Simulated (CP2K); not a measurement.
Runs of CP2K 2026.2 on InP. Symmetry: F-43m, No. 216, cubic system. Conventional cell: a = 5.861 Å, b = 5.861 Å, c = 5.861 Å, α = 90.00°, β = 90.00°, γ = 90.00°. Around In (site symmetry -43m) lie 4 P at 2.54 Å. P (site symmetry -43m) is surrounded by 4 In at 2.54 Å. 

| task | level | potentials or basis | cell | smearing | NGRIDS | CUTOFF of the grids | points a segment of the path (NPOINTS) | bands added on the path | gap on the mesh (eV) | pressure (GPa) |
| --- | --- | --- | --- | --- | --- | --- | --- | --- | --- | --- |
| single point | PBEsol | POTENTIAL_UZH In GTH-PBE-q13, P GTH-PBE-q5; TZVP-MOLOPT-PBE-GTH basis | the cell as VASP's run set it | gaussian 0.05 eV | 4 | 450 Ry | - | - | 0.59 | 1.6 |
| band structure | PBEsol | POTENTIAL_UZH In GTH-PBE-q13, P GTH-PBE-q5; TZVP-MOLOPT-PBE-GTH basis | as given | fermi-dirac 0.05 eV | 4 | 450 Ry | 8 | 2 | 0.59 | 1.6 |
| band structure | LDA | GTH_POTENTIALS In GTH-PADE-q13, P GTH-PADE-q5; TZVP-MOLOPT-PBE-GTH basis | as given | fermi-dirac 0.05 eV | 5 | 450 Ry | 6 | 6 | 0.46 | (a) |
| band structure | r2SCAN | POTENTIAL_UZH In GTH-SCAN-q13, P GTH-SCAN-q5; TZVP-MOLOPT-SCAN-GTH basis | as given | fermi-dirac 0.05 eV | 5 | 675 Ry | 10 | 2 | 1.09 | 1.7 |

Alike in all rows: no spin polarisation; k mesh 8 × 8 × 8.

Question: Estimate the missing entries.

Answer: (a) -0.8.

Caveats: spin-orbit coupling is left out, which moves the levels of the heavy elements; the basis of atomic orbitals isn't converged, which shifts pressures, moduli and gaps; the potentials were made for another functional, which shifts forces and pressure (some runs).

A k mesh can miss the band edges, and the runs leave out spin-orbit coupling on In.

Not every run made on this cell is shown here.
